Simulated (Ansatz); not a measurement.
# Si2Mo (P6_222) in Ansatz: notebook

Aim: see how the results for Si2Mo move with the level of theory and the settings. Levels: revPBE, RPBE+D4, RPBE+D3(BJ), revPBE+D4. Tasks: relaxation of cell and atoms.

Everything below comes from runs of Ansatz 0.2.0. Logs are shortened: lines on timing, memory, paths and dates and some standing lists are left out, and cuts for length are marked.

## 1. Starting point

The structure is hexagonal, space group P6_222 (No. 180). The conventional cell has a = 4.585 Å, b = 4.585 Å, c = 6.580 Å, α = 90.00°, β = 90.00°, γ = 120.00°. Mo (site symmetry 222) is surrounded by 10 Si at 2.57 to 2.67 Å. Si (site symmetry 2) has 5 Si at 2.55 to 2.67 Å and 5 Mo at 2.57 to 2.67 Å as nearest neighbours.

Measurements of this composition are mostly on another form, of space group No. 139.

## 2. Relaxation of cell and atoms, revPBE

input.yaml reads:

```yaml
crystal:
  lattice:
    - [4.5854715599, 0.0, 0.0]
    - [-2.29273578, 3.9711348592, 0.0]
    - [0.0, 0.0, 6.5797601]
  atoms:
    - { symbol: Mo, position: [0.5, 0.5, 0.8333333333] }
    - { symbol: Mo, position: [0.0, 0.5, 0.1666666667] }
    - { symbol: Mo, position: [0.5, 0.0, 0.5] }
    - { symbol: Si, position: [0.16387298, 0.32774596, 0.5] }
    - { symbol: Si, position: [0.67225404, 0.83612702, 0.1666666667] }
    - { symbol: Si, position: [0.83612702, 0.16387298, 0.8333333333] }
    - { symbol: Si, position: [0.83612702, 0.67225404, 0.5] }
    - { symbol: Si, position: [0.32774596, 0.16387298, 0.1666666667] }
    - { symbol: Si, position: [0.16387298, 0.83612702, 0.8333333333] }
hamiltonian:
  xc: revpbe
  pseudopotentials: { kind: paw }
kpoints:
  mp_grid: { grid: [5, 5, 3] }
scf:
  occupations: { method: fermi_dirac, width: 0.05 }
output:
  forces: true
  stress: true
  eigenvalues: true
relax:
  f_tol: 0.01
  max_steps: 40
  cell: { stress_tol: 0.05 }
```

Potentials or basis: Ansatz PAW.

Command:

```bash
$ ansatz run input.yaml --threads 4 --pin off --max-ram 11264MiB --backend cpu --events-out ev --progress --plain --runs-dir out
```

The log of the run:

```text
Warning: RAYON_NUM_THREADS=4 ignored (pool sized by the plan → 4); use --threads N
Engine: ansatz 0.2.0, aarch64-unknown-linux-gnu
Pseudopotentials: kind: paw
Pseudopotential: Mo, paw, valence charge 14, recommended cutoff 420 eV (normal), Mo.paw.azcp
Pseudopotential: Si, paw, valence charge 4, recommended cutoff 420 eV (normal), Si.paw.azcp
Functional definition: revPBE
  parameter kappa = 1.245
  parameter beta = 0.06672455060314922
  exchange = pbe_x(kappa = kappa, mu = beta*pi^2/3)
  correlation = pbe_c(beta = beta)
Crystal: 9 atoms, lattice volume = 119.814 Å³
Basis set: ecut = 420 eV, 2331 PW (Γ), exchange–correlation on 64×64×90 points (8 copies of the dense FFT grid, shifted against one another)
Bands: 42, of which v1, the nominal top of the filled ones, is band 33 counted from 1 (32 counted from 0)
Symmetry: 12 space group operations
Space group: P6222 (ITA 180), of the structure as read, at distance tolerance 4.9e-5 Å
k-points: 10 of 75
Non-local potential: Mo, projectors of the file, l = 0: 3, l = 1: 2, l = 2: 2, l = 3: 1
Non-local potential: Si, projectors of the file, l = 0: 2, l = 1: 2, l = 2: 2
PAW form: soft (Blöchl's): semilocal exchange-correlation on the pseudo side does not see the compensation charge
PAW frozen core: Mo, regenerated for the run's functional, and the local potential with it (the file was generated under x = pbe(κ = 0.804, μ = 0.2195149727645171), c = pbe(β = 0.06672455060314922))
PAW frozen core: Si, regenerated for the run's functional, and the local potential with it (the file was generated under x = pbe(κ = 0.804, μ = 0.2195149727645171), c = pbe(β = 0.06672455060314922))
PAW one-centre angular grid: Mo, 590 points (default); XC on 64 Gauss nodes
PAW one-centre angular grid: Si, 110 points (default); XC on 64 Gauss nodes
Initial density: superposition of atomic densities (neutral atoms: chi_scale 0, normalization atom), corrected by the library's trained network
Initial wavefunctions: pseudopotential atomic-orbital guess
Functional: x = revpbe(κ = 1.245, μ = 0.2195149727645171), c = pbe(β = 0.06672455060314922)
SCF iter   1: F=—  HF=-18715.194198 eV  |F-HF|=—  |Δ(HF+E_count)|=         —  Δρ=7.70e-3  dr2=7.59e-2  ethr=1.77e-3  ⟨swp⟩=7.4  Hψ=1839  notcnv=0
preconditioner: auto → Resta (q_TF=auto, 2.470 Å⁻¹)  ε∞=10.3  [insulator: Δε(μ)=0.661 eV  Ē_g=7.219 eV  σ=0.050 eV  W_gap=1.00  n_scr=22 (ndim 8)  ℏωp=22.0 eV  f_vac=0.000  D(μ)=0.01/eV (n_scr^D=0)  ε∞_Penn≈10.3]
SCF iter   2: F=—  HF=-18715.187642 eV  |F-HF|=—  |Δ(HF+E_count)|=   6.56e-3  Δρ=3.72e-3  dr2=1.18e-2  ethr=1.15e-4  ⟨swp⟩=1.6  Hψ=511  notcnv=0
SCF iter   3: F=—  HF=-18715.187048 eV  |F-HF|=—  |Δ(HF+E_count)|=   5.94e-4  Δρ=8.02e-4  dr2=4.39e-4  ethr=1.79e-5  ⟨swp⟩=2.1  Hψ=519  notcnv=0
SCF iter   4: F=—  HF=-18715.187034 eV  |F-HF|=—  |Δ(HF+E_count)|=   1.45e-5  Δρ=8.26e-5  dr2=4.97e-6  ethr=6.65e-7  ⟨swp⟩=2.4  Hψ=602  notcnv=0
SCF iter   5: F=—  HF=-18715.186980 eV  |F-HF|=—  |Δ(HF+E_count)|=   5.41e-5  Δρ=9.48e-6  dr2=7.82e-8  ethr=7.52e-9  ⟨swp⟩=2.2  Hψ=609  notcnv=0
SCF iter   6: F=-18715.186979 eV  HF=-18715.186980 eV  |F-HF|=5.35e-10  |Δ(HF+E_count)|=  8.15e-10  Δρ=1.57e-6  dr2=2.21e-9  ethr=1.19e-10  ⟨swp⟩=7.4  Hψ=1588  notcnv=0
SCF 1 converged in 6 iterations: F = -18715.186979 eV  dr2 = 2.21e-9
relax step   1: F+E_penalty+E_count = -18715.18697950 eV  Δ(F+E_penalty+E_count) = +0.000e0 eV  max|allowed force component| = 1.025e-2 eV/Å  Δτ_max = 0.0000 Å  P = +5.486 GPa  Ω = 119.814 Å³  (6 SCF iters, dr2 threshold 1.00e-7 eV, accepted)
Crystal: 9 atoms, lattice volume = 123.696 Å³
Basis set: ecut = 420 eV, 2441 PW (Γ), exchange–correlation on 64×64×90 points (8 copies of the dense FFT grid, shifted against one another)
Initial density: handed on by an earlier stage of this run
Initial wavefunctions: those handed on with the density
iter 1 solved again at ethr=7.54e-6 eV; its pass at ethr=3.10e-3 eV (dr2=4.98e-3 eV) is discarded
SCF iter   1: F=—  HF=-18715.236230 eV  |F-HF|=—  |Δ(HF+E_count)|=         —  Δρ=1.86e-3  dr2=5.52e-3  ethr=7.54e-6  ⟨swp⟩=1.5  Hψ=2005  notcnv=0
preconditioner: auto → Resta (q_TF=auto, 2.457 Å⁻¹)  ε∞=10.5  [insulator: Δε(μ)=0.607 eV  Ē_g=7.027 eV  σ=0.050 eV  W_gap=1.00  n_scr=34 (ndim 8)  ℏωp=21.6 eV  f_vac=0.000  D(μ)=0.01/eV (n_scr^D=0)  ε∞_Penn≈10.5]
SCF iter   2: F=—  HF=-18715.235293 eV  |F-HF|=—  |Δ(HF+E_count)|=   9.38e-4  Δρ=1.00e-3  dr2=1.14e-3  ethr=7.54e-6  ⟨swp⟩=2.0  Hψ=475  notcnv=0
SCF iter   3: F=—  HF=-18715.235143 eV  |F-HF|=—  |Δ(HF+E_count)|=   1.49e-4  Δρ=1.81e-4  dr2=2.42e-5  ethr=1.72e-6  ⟨swp⟩=2.0  Hψ=514  notcnv=0
SCF iter   4: F=—  HF=-18715.235023 eV  |F-HF|=—  |Δ(HF+E_count)|=   1.20e-4  Δρ=2.21e-5  dr2=4.06e-7  ethr=1.36e-9  ⟨swp⟩=5.1  Hψ=1994  notcnv=0
[... 38 lines left out ...]
SCF iter   4: F=—  HF=-18715.239351 eV  |F-HF|=—  |Δ(HF+E_count)|=   4.04e-8  Δρ=6.45e-7  dr2=5.91e-10  ethr=7.69e-12  ⟨swp⟩=2.4  Hψ=753  notcnv=0
iter 5 did not close the SCF: its close was put off for the readings that it lacked (scf_convergence_deferred on its scf_iter line)
SCF iter   5: F=-18715.239351 eV  HF=-18715.239351 eV  |F-HF|=0.00e0  |Δ(HF+E_count)|=  1.46e-11  Δρ=5.27e-8  dr2=1.68e-12  ethr=1.00e-12  ⟨swp⟩=2.0  Hψ=530  notcnv=0
SCF iter   6: F=-18715.239351 eV  HF=-18715.239351 eV  |F-HF|=0.00e0  |Δ(HF+E_count)|=    0.00e0  Δρ=8.86e-9  dr2=5.66e-14  ethr=1.00e-12  ⟨swp⟩=2.6  Hψ=1236  notcnv=0
SCF 5 converged in 6 iterations: F = -18715.239351 eV  dr2 = 5.66e-14
relax step   5: F+E_penalty+E_count = -18715.23935095 eV  Δ(F+E_penalty+E_count) = -8.061e-4 eV  max|allowed force component| = 1.546e-3 eV/Å  Δτ_max = 0.0000 Å  P = +0.010 GPa  Ω = 122.934 Å³  stress off target by 1.62e-2 GPa  SCF on the basis re-selected at this cell (its energy is not comparable with the rows above)  (6 SCF iters)
basis re-selected at this cell: Δ(F+E_penalty+E_count) = -8.061e-4 eV, ΔP = +0.005 GPa vs the last step (what re-selecting the basis moved, of the pressure what is left beyond the Pulay correction that the steps carried, after the strain that the cell walked since its last selection, with what the two solves' SCF thresholds leave and, on support functions, any second-order correction that the steps lacked; it is no measure of the basis error at this ecutwfc). This SCF's stress stands 1.62e-2 GPa from its target on what of the cell is left free (relax.cell.stress_tol is 5.00e-2 GPa) and its largest allowed force component is 1.55e-3 eV/Å (relax.f_tol is 1.00e-2 eV/Å): within both
SCF converged after 6 iterations
Free energy (F): -18715.239351 eV
Harris-Foulkes:  -18715.239351 eV  (|F-HF|=0.00e0)
Internal energy: -18715.239070 eV  (E = F + TS)
E sigma→0 (E₀):  -18715.239210 eV
Entropy (-TS):   -0.000281 eV (-0.031 meV/atom)
Fermi energy:    16.189358 eV
--- Per-component energies (eV) ---
  E_band       = -151.937585
  E_kinetic    = 1589.552355
  E_local      = -3473.995500  (includes V_loc(G=0)·N_el)
  E_nonlocal   = 573.063430
  E_hartree    = 1293.192124
  E_xc         = -894.025855
  E_vxc        = -983.273788  (∫ρ·V_xc dr)
  E_paw        = -12707.328345  (= ΣΔE_a)
  E_vpaw       = -443.668528  (= ΣTr[D̂ρ^β])
  E_aug_tail   = 0.000193  (compensation charges beyond the density's cutoff)
  E_ewald      = -5095.386917
  E_core_change = -0.310556  (= ΣΔE_core)
  E_smearing   = -0.000281  (= −TS)
  E_closure    = 0.000000  (closes the sum)
  Σ components = -18715.239351   (vs F -18715.239351, Δ=0.00e0)
--- Forces (eV/Å), atoms counted from 1 ---
  atom   1  Mo     0.00000000     0.00000000     0.00000000
  atom   2  Mo     0.00000000    -0.00000000    -0.00000000
  atom   3  Mo    -0.00000000    -0.00000000     0.00000000
  atom   4  Si    -0.00000000     0.00154624     0.00000000
  atom   5  Si    -0.00133908    -0.00077312     0.00000000
  atom   6  Si    -0.00133908     0.00077312    -0.00000000
  atom   7  Si     0.00000000    -0.00154624    -0.00000000
  atom   8  Si     0.00133908     0.00077312    -0.00000000
  atom   9  Si     0.00133908    -0.00077312     0.00000000
  max |Σ_I F_I| component: 2.43e-17 eV/Å
--- Stress (GPa, compression-positive) ---
        0.016155       0.000000       0.000000
        0.000000       0.016155       0.000000
        0.000000       0.000000      -0.001746
  P = ⅓ Tr σ = 0.0102 GPa (0.102 kbar)
--- Band table (eV; the first three rows and the last of 10) ---
  k-point 0: bands = ["-44.9347", "-44.9077", "-44.9077", "-19.1554", "-19.1526", "-19.1526", "-19.1464", "-19.1464", "-19.0674", "-19.0118", "-19.0118", "-18.9966", "2.3763", "5.4181", "5.4181", "9.0963", "9.7891", "9.7891", "10.1724", "10.1724", "11.0564", "11.4180", "11.4180", "11.7279", "12.6551", "12.6551", "13.0787", "13.0787", "13.2605", "13.2605", "13.5124", "14.1443", "15.4514", "18.1552", "18.4988", "18.4988", "18.5698", "18.6743", "18.9684", "18.9684", "19.1058", "19.1058"]
[... 3 lines left out ...]
--- Relaxed structure (4 steps of the walk, 4 accepted, 1 SCFs on fresh bases) ---
  F+E_penalty+E_count = -18715.23935095 eV   max|allowed force component| = 1.546e-3 eV/Å   (the final SCF, on the basis selected at the relaxed cell)
  cell:  # Å, volume = 122.9338 Å³
    - [4.6285799217375505, 2.9139002168535156e-11, 8.359783640786927e-34]
    - [-2.31428996089401, 4.008467795656739, -7.799784321981956e-34]
    - [-1.1352955496333181e-33, -5.14096097947163e-34, 6.625904690412999]
  atoms:
    - { symbol: Mo, position: [0.4999999999999999, 0.4999999999999999, 0.8333333333333333] }
    - { symbol: Mo, position: [5.156761880844693e-35, 0.49999999999999994, 0.16666666666666663] }
    - { symbol: Mo, position: [0.49999999999999994, -9.10069158640628e-21, 0.49999999999999994] }
    - { symbol: Si, position: [0.16398943774137148, 0.327978875482743, 0.49999999999999994] }
    - { symbol: Si, position: [0.6720211245172569, 0.8360105622586284, 0.16666666666666663] }
    - { symbol: Si, position: [0.8360105622586286, 0.16398943774137145, 0.8333333333333333] }
    - { symbol: Si, position: [0.8360105622586285, 0.672021124517257, 0.49999999999999994] }
    - { symbol: Si, position: [0.32797887548274296, 0.16398943774137145, 0.16666666666666663] }
    - { symbol: Si, position: [0.16398943774137142, 0.8360105622586284, 0.8333333333333333] }
```

Wall time 9 s (4 threads of Arm Neoverse V1, shared host); peak memory 0.44 GiB.

Results:

| Item | Value |
| --- | --- |
| Free energy | -18715.2394 eV |
| Relaxed volume | 13.66 Å³/atom |
| Relaxed cell | a = 4.629 Å, b = 4.629 Å, c = 6.626 Å, α = 90.00°, β = 90.00°, γ = 120.00° |
| Space group after relaxing (to 0.05 Å) | P6_222 (No. 180) |
| Energy gained by relaxing | 5.8 meV/atom |
| Ionic steps | 5 |
| Pressure after relaxing | 0.0 GPa |
| Band gap on the k mesh | 0.60 eV, indirect (least direct gap 0.87 eV) |

The path:
| step | energy change (eV) | largest force (eV/Å) | volume (Å³) |
| --- | --- | --- | --- |
| 1 | 0.0000 | 0.0102 | 119.81 |
| 2 | -0.0480 | 0.0453 | 123.70 |
| 3 | -0.0515 | 0.0094 | 122.97 |
| 4 | -0.0516 | 0.0015 | 122.93 |
| 5 | -0.0524 | 0.0015 | 122.93 |

Final structure:
```yaml
crystal:
  lattice:
    - [4.62858, 0.00000, 0.00000]
    - [-2.31429, 4.00847, 0.00000]
    - [0.00000, 0.00000, 6.62590]
  atoms:
    - { symbol: Mo, position: [0.50000, 0.50000, 0.83333] }
    - { symbol: Mo, position: [0.00000, 0.50000, 0.16667] }
    - { symbol: Mo, position: [0.50000, 0.00000, 0.50000] }
    - { symbol: Si, position: [0.16399, 0.32798, 0.50000] }
    - { symbol: Si, position: [0.67202, 0.83601, 0.16667] }
    - { symbol: Si, position: [0.83601, 0.16399, 0.83333] }
    - { symbol: Si, position: [0.83601, 0.67202, 0.50000] }
    - { symbol: Si, position: [0.32798, 0.16399, 0.16667] }
    - { symbol: Si, position: [0.16399, 0.83601, 0.83333] }
```

Caveat: odd divisions of the mesh miss points on the zone boundary, where band edges often lie, so the gap on the mesh can be too wide; the plane-wave basis is chosen anew once the cell has moved, so the energies of steps on either side of that aren't comparable; the PAW data sets come from PBE, with cores solved anew for the run's functional, which leaves a small shift of forces and pressure. A k mesh can miss the band edges.

(Continued in part 2 of 2.)
